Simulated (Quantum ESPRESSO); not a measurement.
Runs of Quantum ESPRESSO 7.5 on TiAl. The structure is cubic, space group Pm-3m (No. 221). The conventional cell has a = 3.179 Å, b = 3.179 Å, c = 3.179 Å, α = 90.00°, β = 90.00°, γ = 90.00°. Ti (site symmetry m-3m) has 8 Al at 2.75 Å as nearest neighbours. Al (site symmetry m-3m) is surrounded by 8 Ti at 2.75 Å. The cell comes from a database or a generator and needn't be the stable form of this composition.

```tsv
task	level	potentials or basis	U	k mesh	smearing	mixing beta	dos occupations	start of the occupations	hubbard projectors	q mesh	gap on the mesh (eV)	pressure (GPa)	V0 of scaled cells (Å³/atom)	B0 (GPa)
density of states	PBEsol	GBRV 1.5 PBEsol	-	8 × 8 × 8	cold 0.05 eV	0.5	tetrahedra_opt	-	-	-	none	-2.6	-	-
Hubbard U by linear response	PBEsol+U	GBRV 1.5 PBEsol	Ti d U = 4.0 eV	6 × 6 × 6	cold 0.2 eV	0.3	-	default	ortho-atomic	3 × 3 × 3	none	1.1	-	-
Hubbard U by linear response	PBEsol+U	GBRV 1.5 PBEsol	Ti d U = 6.0 eV	6 × 6 × 6	cold 0.2 eV	0.3	-	default	ortho-atomic	3 × 3 × 3	none	4.2	-	-
Hubbard U by linear response	PBEsol+U	GBRV 1.5 PBEsol	Ti d U = 2.0 eV	6 × 6 × 6	cold 0.2 eV	0.3	-	default	ortho-atomic	3 × 3 × 3	none	-1.0	-	-
Hubbard U by linear response	PBEsol+U	GBRV 1.5 PBEsol	Ti d U = 8.0 eV	6 × 6 × 6	cold 0.2 eV	0.3	-	default	ortho-atomic	3 × 3 × 3	none	8.3	-	-
equation of state	LDA	GBRV 1.5 LDA	-	8 × 8 × 8	fermi-dirac 0.05 eV	0.5	-	-	-	-	-	-	15.26	125
Hubbard U by linear response	PBEsol+U	GBRV 1.5 PBEsol	Ti d U = 0.0001 eV	6 × 6 × 6	cold 0.2 eV	0.3	-	default	ortho-atomic	3 × 3 × 3	none	(a)	-	-
equation of state	PBEsol	GBRV 1.5 PBEsol	-	8 × 8 × 8	fermi-dirac 0.05 eV	0.5	-	-	-	-	-	-	(b)	118
```

Alike in all rows: no spin polarisation; cell as given; cutoff (eV) 612.

**Question.** Estimate the missing entries.

**Answer.** (a) -2.8; (b) 15.72.

Caveats: U without spin polarisation on a metal has little footing (some runs); the U is typed as a test and isn't derived for this compound (some runs).

A k mesh can miss the band edges.

A gap of «none» marks a metal or a gap under the smearing width.

Not every run made on this cell is shown here.
